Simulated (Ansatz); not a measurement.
All numbers below come from DFT PBE, scalar-relativistic, plane waves, PAW in Ansatz 0.2.0. Settings: cutoff 420 eV, Γ-centred meshes spaced at most about 0.3 Å⁻¹, and about 0.25 Å⁻¹ or finer for metals (2π included), Gaussian smearing. No spin polarisation.

These are static total energies at zero pressure.

Two relaxed structures of Ta4H3:

1.

```cif
data_structure
_symmetry_space_group_name_H-M 'I-43d'
_symmetry_Int_Tables_number 220
_cell_length_a 6.8555
_cell_length_b 6.8555
_cell_length_c 6.8555
_cell_angle_alpha 90.000
_cell_angle_beta 90.000
_cell_angle_gamma 90.000
_cell_volume 322.20
loop_
_atom_site_label
_atom_site_type_symbol
_atom_site_symmetry_multiplicity
_atom_site_Wyckoff_symbol
_atom_site_fract_x
_atom_site_fract_y
_atom_site_fract_z
_atom_site_occupancy
Ta1 Ta 16 c 0.00123 0.00123 0.00123 1
H1 H 12 a 0.75000 0.12500 0.00000 1
```

2.

```cif
data_structure
_symmetry_space_group_name_H-M 'P222'
_symmetry_Int_Tables_number 16
_cell_length_a 3.4816
_cell_length_b 4.7879
_cell_length_c 4.8357
_cell_angle_alpha 90.000
_cell_angle_beta 90.000
_cell_angle_gamma 90.000
_cell_volume 80.61
loop_
_atom_site_label
_atom_site_type_symbol
_atom_site_symmetry_multiplicity
_atom_site_Wyckoff_symbol
_atom_site_fract_x
_atom_site_fract_y
_atom_site_fract_z
_atom_site_occupancy
Ta1 Ta 4 u 0.24671 0.24494 0.75590 1
H1 H 1 h 0.50000 0.50000 0.50000 1
H2 H 1 e 0.50000 0.50000 0.00000 1
H3 H 1 d 0.00000 0.00000 0.50000 1
```

Task: Which is lower in energy, and by how much?

Result: Cell 2 is lower, by 19 meV/atom. Cell 1 has space group I-43d (No. 220), 11.5 Å³/atom and no gap on its mesh; cell 2 has space group P222 (No. 16), 11.5 Å³/atom and no gap. Counting H atoms around Ta (those within 1.25 times the shortest such distance or 1.15 times the sum of covalent radii), cell 1 and cell 2 both have Ta 3. Both come from invented guesses.

For metals, differences of a few meV/atom aren't resolved. These runs have no spin–orbit coupling, which can matter for Ta. With hydrogen, zero-point motion can shift such differences by 10 meV/atom or more. Cells relaxed within their symmetry can be saddle points.
